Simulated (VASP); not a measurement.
# Zr (P6_3/mmc) in VASP: notebook

One crystal, Zr, is run at these levels: RPBE, HSE03+TS, PBE+D3; tasks: single point, electrostatic potential.

Program: VASP 6.6.1. These are calculated values, not measurements. Logs are shortened: lines on timing, memory, paths and dates and some standing lists are left out, and cuts for length are marked.

## 1. The structure

The structure is hexagonal, space group P6_3/mmc (No. 194). Conventional cell: a = 3.232 Å, b = 3.232 Å, c = 5.147 Å, α = 90.00°, β = 90.00°, γ = 120.00°. Around Zr (site symmetry -6m2) lie 12 Zr at 3.18 to 3.23 Å.

## 2. Single point, RPBE

Contents of INCAR:

```
ALGO = Normal ; EDIFF = 1E-6
ENCUT = 550 ; GGA = RP
ISIF = 2 ; ISMEAR = 0
LASPH = True ; LCHARG = False
LREAL = False ; LWAVE = False
NELM = 80 ; PREC = Accurate
SIGMA = 0.1
```

Contents of KPOINTS:

```
k-points
0
Gamma
  9 9 5
```

Contents of POSCAR:

```
Zr
1.0
    3.2320000000      0.0000000000      0.0000000000
   -1.6160000000      2.7989941050      0.0000000000
    0.0000000000      0.0000000000      5.1470000000
Zr
2
Cartesian
    1.6160000002      0.9329980349      3.8602500000
   -0.0000000002      1.8659960701      1.2867500000
```

Potentials or basis: VASP PAW PBE potentials, release 64 (Zr_sv_GW).

On the command line:

```console
> cat potpaw_PBE.64/Zr_sv_GW/POTCAR > POTCAR
> mpirun -np 1 vasp_std > vasp.out
```

OUTCAR:

```text
EDIFF = 1E-6
   ENCUT = 550
   GGA = RP
   ISIF = 2
   ISMEAR = 0
   LASPH = True
   LREAL = False
   NELM = 80
   PREC = Accurate

 ion  position               nearest neighbor table
   1  0.667  0.333  0.750-
   2  0.333  0.667  0.250-

  LATTYP: Found a hexagonal cell.
 ALAT       =     3.2320000000
 C/A-ratio  =     1.5925123762

  Lattice vectors:

 A1 = (   3.2320000000,   0.0000000000,   0.0000000000)
 A2 = (  -1.6160000000,   2.7989941050,   0.0000000000)
 A3 = (   0.0000000000,   0.0000000000,   5.1470000000)

Analysis of symmetry for initial positions (statically):
=====================================================================
 Subroutine PRICEL returns:
 Original cell was already a primitive cell.

 Routine SETGRP: Setting up the symmetry group for a
 hexagonal supercell.

 Subroutine GETGRP returns: Found 24 space group operations
 (whereof 12 operations were pure point group operations)
 out of a pool of 24 trial point group operations.

The static configuration has the point symmetry D_3d.
 The point group associated with its full space group is D_6h.

Analysis of symmetry for dynamics (positions and initial velocities):
=====================================================================
 Subroutine PRICEL returns:
 Original cell was already a primitive cell.

 Routine SETGRP: Setting up the symmetry group for a
 hexagonal supercell.

 Subroutine GETGRP returns: Found 24 space group operations
 (whereof 12 operations were pure point group operations)
 out of a pool of 24 trial point group operations.

The dynamic configuration has the point symmetry D_3d.
 The point group associated with its full space group is D_6h.

 Subroutine INISYM returns: Found 24 space group operations
 (whereof 12 operations are pure point group operations),
 and found     1 'primitive' translations

----------------------------------------------------------------------------------------

                                     Primitive cell

  volume of cell :      46.5616

  direct lattice vectors                    reciprocal lattice vectors
     3.232000000  0.000000000  0.000000000     0.309405941  0.178635603  0.000000000
    -1.616000000  2.798994105  0.000000000     0.000000000  0.357271206  0.000000000
     0.000000000  0.000000000  5.147000000     0.000000000  0.000000000  0.194287935

  length of vectors
     3.232000000  3.232000000  5.147000000     0.357271206  0.357271206  0.194287935

  position of ions in fractional coordinates (direct lattice)
     0.666666667  0.333333333  0.750000000
     0.333333333  0.666666667  0.250000000

  ion indices of the primitive-cell ions
   primitive index   ion index
                 1           1
                 2           2

----------------------------------------------------------------------------------------

 KPOINTS: k-points

Automatic generation of k-mesh.
 Grid dimensions read from file:
 generate k-points for:    9    9    5

 Generating k-lattice:

  Cartesian coordinates                     Fractional coordinates (reciprocal lattice)
     0.034378438  0.019848400  0.000000000     0.111111111  0.000000000  0.000000000
     0.000000000  0.039696801  0.000000000     0.000000000  0.111111111  0.000000000
     0.000000000  0.000000000  0.038857587     0.000000000  0.000000000  0.200000000

  Length of vectors
     0.039696801  0.039696801  0.038857587

  Shift w.r.t. Gamma in fractional coordinates (k-lattice)
     0.000000000  0.000000000  0.000000000

 Subroutine IBZKPT returns following result:
 ===========================================

 Found     36 irreducible k-points:

 Following reciprocal coordinates:
            Coordinates               Weight
  0.000000  0.000000  0.000000      1.000000
  0.111111  0.000000  0.000000      6.000000
  0.222222  0.000000  0.000000      6.000000
  0.333333  0.000000  0.000000      6.000000
  0.444444  0.000000  0.000000      6.000000
  0.111111  0.111111  0.000000      6.000000
[... 16 lines left out ...]
  0.333333  0.222222  0.200000     24.000000
  0.333333  0.333333  0.200000      4.000000
 [... further k-points ...]
   k-points           NKPTS =     36   k-points in BZ     NKDIM =     36   number of bands    NBANDS=     16
   number of dos      NEDOS =    301   number of ions     NIONS =      2
   total plane-waves  NPLWV =  31360
   dimension x,y,z NGX =    28 NGY =   28 NGZ =   40
   dimension x,y,z NGXF=    56 NGYF=   56 NGZF=   80
   ions per type =               2
   NGX,Y,Z   is equivalent  to a cutoff of  14.40, 14.40, 12.92 a.u.
   NGXF,Y,Z  is equivalent  to a cutoff of  28.80, 28.80, 25.84 a.u.
 SYSTEM =  unknown system
   PREC   = accura    normal or accurate (medium, high low for compatibility)
   ISTART =      0    job   : 0-new  1-cont  2-samecut
   ICHARG =      2    charge: 1-file 2-atom 10-const
   ISPIN  =      1    spin polarized calculation?
   LNONCOLLINEAR =      F non collinear calculations
   LSORBIT =      F    spin-orbit coupling
   LASPH  =      T    aspherical Exc in radial PAW
   ENCUT  =  550.0 eV  40.42 Ry    6.36 a.u.   6.18  6.18  9.84*2*pi/ulx,y,z
   NELM   =     80;   NELMIN=  2; NELMDL= -5     # of ELM steps
   EDIFF  = 0.1E-05   stopping-criterion for ELM
   LREAL  =      F    real-space projection
[... 11 lines left out ...]
   EMIN   =  10.00;   EMAX   =-10.00  energy-range for DOS
   EFERMI =   0.00;   METHOD = LEGACY
   ISMEAR =     0;   SIGMA  =   0.10  broadening in eV -4-tet -1-fermi 0-gaus
   EFERMI_NEDOS =   21; number of points for ismear=-14 and -15
   IALGO  =     38    algorithm
   IMIX   =      4    mixing-type and parameters
     AMIX     =   0.40;   BMIX     =  1.00
     AMIX_MAG =   1.60;   BMIX_MAG =  1.00
  volume/ion in A,a.u.               =      23.28       157.11
  Fermi-wavevector in a.u.,A,eV,Ry     =   1.312611  2.480475 23.442130  1.722948
  Thomas-Fermi vector in A             =   2.442991
   LORBIT       =      0    0 simple, 1 ext, 2 COOP (PROOUT), +10 PAW based schemes
   GGA     = RP    functional components
   LHFCALC =     F    Hartree Fock is set to
   AEXX    =    0.0000 exact exchange contribution
   IVDW    =     0    specifies the selected vdW correction
   LEPSILON=     F    determine dielectric tensor
   LRPA    =     F    only Hartree local field effects (RPA)
 non-spin polarized calculation
 Gauss-broadening in eV      SIGMA  =   0.10
  energy-cutoff  :      550.00
  volume of cell :       46.56
 maximum number of plane-waves:      1387
 NGX is ok and might be reduce to    28
   NGX = 13   NGY = 13   NGZ = 19

 number of electron      24.0000003 magnetization

 Free energy of the ion-electron system (eV)
  ---------------------------------------------------
  ext. energy  EPLUGINS =         0.00000000
  ---------------------------------------------------
  free energy    TOTEN  =       -19.59276638 eV

  energy without entropy =      -19.58260102  energy(sigma->0) =      -19.58768370

 E-fermi :   9.0112     XC(G=0): -11.0047

 val. band max:        9.0043469907   @ k =   0.0000   0.0000   0.4000
 cond. band min:       9.0288614304   @ k =   0.1111   0.0000   0.4000
 fundamental gap:      0.0245144398
 Fermi energy:         9.0112111040

 k-point     1 :       0.0000    0.0000    0.0000
  band No.  band energies     occupation
      1     -39.8711      2.00000
      2     -39.7168      2.00000
      3     -18.4035      2.00000
      4     -17.5383      2.00000
      5     -17.5383      2.00000
      6     -17.4021      2.00000
[... 8 lines left out ...]
     15      10.5520      0.00000
     16      10.5522      0.00000

 k-point     2 :       0.1111    0.0000    0.0000
  band No.  band energies     occupation
      1     -39.8571      2.00000
      2     -39.7109      2.00000
      3     -18.3663      2.00000
      4     -17.6193      2.00000
      5     -17.5646      2.00000
      6     -17.4813      2.00000
[... 8 lines left out ...]
     15      10.5194      0.00000
     16      10.8401      0.00000

 k-point     3 :       0.2222    0.0000    0.0000
  band No.  band energies     occupation
      1     -39.8205      2.00000
      2     -39.6980      2.00000
      3     -18.2638      2.00000
      4     -17.8247      2.00000
      5     -17.6843      2.00000
      6     -17.6282      2.00000
[... 8 lines left out ...]
     15      10.3843      0.00000
     16      11.1016      0.00000

 k-point     4 :       0.3333    0.0000    0.0000
  band No.  band energies     occupation
      1     -39.7751      2.00000
      2     -39.6869      2.00000
      3     -18.1226      2.00000
      4     -18.0566      2.00000
      5     -17.9017      2.00000
      6     -17.6965      2.00000
[... 8 lines left out ...]
     15      10.0095      0.00000
     16      12.4477      0.00000

 k-point     5 :       0.4444    0.0000    0.0000
  band No.  band energies     occupation
      1     -39.7409      2.00000
      2     -39.6846      2.00000
      3     -18.2066      2.00000
      4     -18.0376      2.00000
      5     -17.9962      2.00000
      6     -17.7394      2.00000
[... 8 lines left out ...]
     15      10.3840      0.00000
     16      13.6926      0.00000

 k-point     6 :       0.1111    0.1111    0.0000
  band No.  band energies     occupation
      1     -39.8316      2.00000
      2     -39.7017      2.00000
      3     -18.2963      2.00000
      4     -17.7390      2.00000
      5     -17.6806      2.00000
      6     -17.5612      2.00000
[... 8 lines left out ...]
     15      10.8003      0.00000
     16      10.8443      0.00000
[... 267 lines left out ...]
 k-point    21 :       0.4444    0.1111    0.2000
  band No.  band energies     occupation
      1     -39.7255      2.00000
      2     -39.6899      2.00000
      3     -18.2584      2.00000
      4     -18.1135      2.00000
      5     -17.8761      2.00000
      6     -17.7422      2.00000
[... 8 lines left out ...]
     15      10.5297      0.00000
     16      13.1225      0.00000

 k-point    22 :       0.2222    0.2222    0.2000
  band No.  band energies     occupation
      1     -39.7465      2.00000
      2     -39.6908      2.00000
      3     -18.1484      2.00000
      4     -18.0618      2.00000
      5     -17.8446      2.00000
      6     -17.7923      2.00000
[... 8 lines left out ...]
     15      10.0136      0.00000
     16      11.9924      0.00000

 k-point    23 :       0.3333    0.2222    0.2000
  band No.  band energies     occupation
      1     -39.7185      2.00000
      2     -39.6905      2.00000
      3     -18.1698      2.00000
      4     -18.0818      2.00000
      5     -17.9262      2.00000
      6     -17.7751      2.00000
[... 8 lines left out ...]
     15      10.5603      0.00000
     16      12.6849      0.00000

 k-point    24 :       0.3333    0.3333    0.2000
  band No.  band energies     occupation
      1     -39.6996      2.00000
      2     -39.6996      2.00000
      3     -18.0665      2.00000
      4     -18.0592      2.00000
      5     -18.0592      2.00000
      6     -17.8077      2.00000
[... 8 lines left out ...]
     15      10.7544      0.00000
     16      12.7236      0.00000

 [... further k-points ...]

------------------------ aborting loop because EDIFF is reached ----------------------------------------

  FORCE on cell =-STRESS in cart. coord.  units (eV):
  Direction    XX          YY          ZZ          XY          YZ          ZX
  --------------------------------------------------------------------------------------
  -------------------------------------------------------------------------------------
  Total        0.5154311      0.5154311      0.7833401      0.0000000     -0.0000000      0.0000000
  in kB       17.7359205     17.7359205     26.9546349      0.0000000     -0.0000000      0.0000000
  external PRESSURE =      20.8088253 kB  Pullay stress =       0.0000000 kB

 VOLUME and BASIS-vectors are now :
 -----------------------------------------------------------------------------
  energy-cutoff  :      550.00
  volume of cell :       46.56
      direct lattice vectors                 reciprocal lattice vectors
     3.232000000  0.000000000  0.000000000     0.309405941  0.178635603  0.000000000
    -1.616000000  2.798994105  0.000000000     0.000000000  0.357271206  0.000000000
     0.000000000  0.000000000  5.147000000     0.000000000  0.000000000  0.194287935

 POSITION                                       TOTAL-FORCE (eV/Angst)
 -----------------------------------------------------------------------------------
      1.61600      0.93300      3.86025        -0.000000      0.000000      0.000000
     -0.00000      1.86600      1.28675         0.000000     -0.000000      0.000000
 -----------------------------------------------------------------------------------
    total drift:                                0.000000     -0.000000      0.000000

  FREE ENERGIE OF THE ION-ELECTRON SYSTEM (eV)
  ---------------------------------------------------
  free  energy   TOTEN  =       -19.5927663835 eV

  energy  without entropy=      -19.5826010190  energy(sigma->0) =      -19.58768370
```

Wall time 16 s (1 thread of Intel Xeon 6975P-C (Granite Rapids), shared host); peak memory 0.2 GiB.

What came out:

* Free energy: -19.5928 eV
* Pressure: 2.1 GPa
* Band gap on the k mesh: none (metal or under the smearing width)

Caveat: the PAW data sets were made with another functional, which shifts forces and pressure a little.

## 3. Single point, RPBE

Contents of run.py:

```python
from ase.calculators.vasp import Vasp
from ase.dft.bandgap import bandgap
from ase.io import read

atoms = read('Zr.xyz')
calc = Vasp(
    directory='calc',
    xc='rpbe',
    pp='PBE',
    setups='gw',
    prec='Accurate',
    encut=550,
    ediff=1e-06,
    ismear=0,
    sigma=0.1,
    lreal=False,
    lasph=True,
    nelm=60,
    algo='Fast',
    isif=2,
    lwave=False,
    lcharg=False,
    kpts=[9, 9, 5],
    gamma=True,
    nbands=19,
)
atoms.calc = calc

print('energy (eV):', atoms.get_potential_energy())
print('free energy (eV):', atoms.get_potential_energy(force_consistent=True))
print('forces (eV/A):')
print(atoms.get_forces())
print('stress (eV/A^3, Voigt):', atoms.get_stress())
print('Fermi level (eV):', calc.get_fermi_level())
gap, top, bottom = bandgap(calc)
print('band gap (eV):', gap, 'from (spin, k, band)', top, 'to', bottom)
```

Contents of Zr.xyz:

```xyz
2
Lattice="3.2320000000 0.0000000000 0.0000000000 -1.6160000000 2.7989941050 0.0000000000 0.0000000000 0.0000000000 5.1470000000" Properties=species:S:1:pos:R:3 pbc="T T T"
Zr     1.6160000002      0.9329980349      3.8602500000
Zr    -0.0000000002      1.8659960701      1.2867500000
```

Potentials or basis: VASP PAW PBE potentials, release 64 (Zr_sv_GW).

On the command line:

```console
> python run.py
```

Wall time 32 s (1 thread of Intel Xeon 6975P-C (Granite Rapids), shared host); peak memory 0.19 GiB.

It converged, with:

```
Free energy            : -19.5928 eV
Pressure               : 2.1 GPa
Band gap on the k mesh : none (metal or under the smearing width)
```

Stress tensor (GPa, compression positive):
```
1.77 0.00 0.00
0.00 1.77 0.00
0.00 0.00 2.69
```

Levels at points of the mesh, in eV from the Fermi level:
```
           k point  band 10  band 11  band 12  band 13  band 14  band 15
(0.00, 0.00, 0.00)    -3.04     0.85     0.85     1.00     1.12     1.54
```

Caveat: the PAW data sets were made with another functional, which shifts forces and pressure a little.

## 4. Single point, HSE03+TS

run.py, as its differences from that of step 3:

```diff
@@ -7,18 +7,22 @@
     directory='calc',
-    xc='rpbe',
+    xc='hse03',
     pp='PBE',
-    setups='gw',
+    setups='recommended',
     prec='Accurate',
-    encut=550,
+    encut=520,
     ediff=1e-06,
-    ismear=0,
-    sigma=0.1,
+    ismear=1,
+    sigma=0.2,
     lreal=False,
     lasph=True,
-    nelm=60,
-    algo='Fast',
+    nelm=80,
+    algo='Normal',
     isif=2,
     lwave=False,
-    lcharg=False,
-    kpts=[9, 9, 5],
+    lcharg=True,
+    precfock='Normal',
+    ivdw=2,
+    lelf=True,
+    lvhar=True,
+    kpts=[5, 5, 3],
     gamma=True,
```

Zr.xyz is that of step 3.

Potentials or basis: VASP PAW PBE potentials, release 64 (Zr_sv).

On the command line:

```console
> python run.py
```

Run time: 12 min. Hardware: 1 thread of Intel Xeon 6975P-C (Granite Rapids), shared host; peak memory 0.26 GiB.

It converged, with:

```yaml
Free_energy: -21.1255 eV
Pressure: -9.1 GPa
Band_gap_on_the_k_mesh: none (metal or under the smearing width)
Dispersion_energy_per_atom: -1.072 eV
```

Stress tensor (GPa, compression positive):
```
 -8.26   0.00   0.00
  0.00  -8.26   0.00
  0.00   0.00 -10.85
```

Levels at points of the mesh, in eV from the Fermi level:
```
           k point  band 8  band 9  band 10  band 11  band 12  band 13  band 14  band 15  band 16  band 17
(0.00, 0.00, 0.00)  -28.36   -6.45    -3.34     1.02     1.20     1.20     1.45     2.02     2.02     2.71
```

Caveat: the k mesh is coarse (spacing up to 0.45 Å⁻¹), so the values aren't converged, least of all with exact exchange; atom-pairwise D2, TS and ULG terms overbind metals; the PAW data sets were made with another functional, which shifts forces and pressure a little; pairwise dispersion overbinds metals, which lowers pressure and volume.

## 5. Electrostatic potential, PBE+D3

Contents of INCAR:

```
ALGO = Normal
EDIFF = 1E-7
ENCUT = 520
GGA = PE
ISIF = 2
ISMEAR = 1
IVDW = 11
LASPH = T
LCHARG = T
LREAL = F
LVHAR = T
LWAVE = F
NELM = 60
PREC = Accurate
SIGMA = 0.2
```

KPOINTS is that of step 2.

Contents of POSCAR:

```
Zr
3.232
    1.000000000000      0.000000000000      0.000000000000
   -0.500000000000      0.866025403775      0.000000000000
    0.000000000000      0.000000000000      1.592512376238
Zr
2
Direct
    0.6666666667      0.3333333333      0.7500000000
    0.3333333333      0.6666666667      0.2500000000
```

On the command line:

```console
> cat potpaw_PBE.64/Zr_sv/POTCAR > POTCAR
> mpirun -np 1 vasp_std > vasp.out
```

Wall time 8.3 s (1 thread of Intel Xeon 6975P-C (Granite Rapids), shared host); peak memory 0.17 GiB.

The run converged. Its results:

```
Free energy                : -17.8901 eV
Pressure                   : -3.1 GPa
Band gap on the k mesh     : none (metal or under the smearing width)
Dispersion energy per atom : -0.423 eV
```

Stress tensor (GPa, compression positive):
```
-3.39  0.00  0.00
 0.00 -3.39  0.00
 0.00  0.00 -2.61
```

Levels at points of the mesh, in eV from the Fermi level:
```
           k point  band 9  band 10  band 11  band 12  band 13  band 14  band 15  band 16
(0.00, 0.00, 0.00)   -5.68    -3.05     0.84     0.84     0.99     1.15     1.53     1.53
```

Caveat: pairwise dispersion overbinds metals, which lowers pressure and volume.

## 6. The runs side by side

| task | level | potentials or basis | k mesh | cutoff (eV) | smearing | grid for exact exchange (PRECFOCK) | mesh quality | gap on the mesh (eV) | pressure (GPa) |
| --- | --- | --- | --- | --- | --- | --- | --- | --- | --- |
| single point | RPBE | VASP PAW PBE potentials, release 64 (Zr_sv_GW) | 9 × 9 × 5 | 550 | gaussian 0.1 eV | - | not flagged | none | 2.1 |
| single point | HSE03+TS | VASP PAW PBE potentials, release 64 (Zr_sv) | 5 × 5 × 3 | 520 | methfessel-paxton 0.2 eV | Normal | coarse | none | -9.1 |
| electrostatic potential | PBE+D3 | VASP PAW PBE potentials, release 64 (Zr_sv) | 9 × 9 × 5 | 520 | methfessel-paxton 0.2 eV | - | not flagged | none | -3.1 |

Alike in all rows: no spin polarisation; cell as given.

Caveats: some runs use coarse meshes; the PAW data sets were made with another functional, which shifts forces and pressure a little (some runs); pairwise dispersion overbinds metals, which lowers pressure and volume (some runs); atom-pairwise D2, TS and ULG terms overbind metals (some runs).

Total energies depend on the potentials used, so only differences within one code and one set of settings carry meaning.
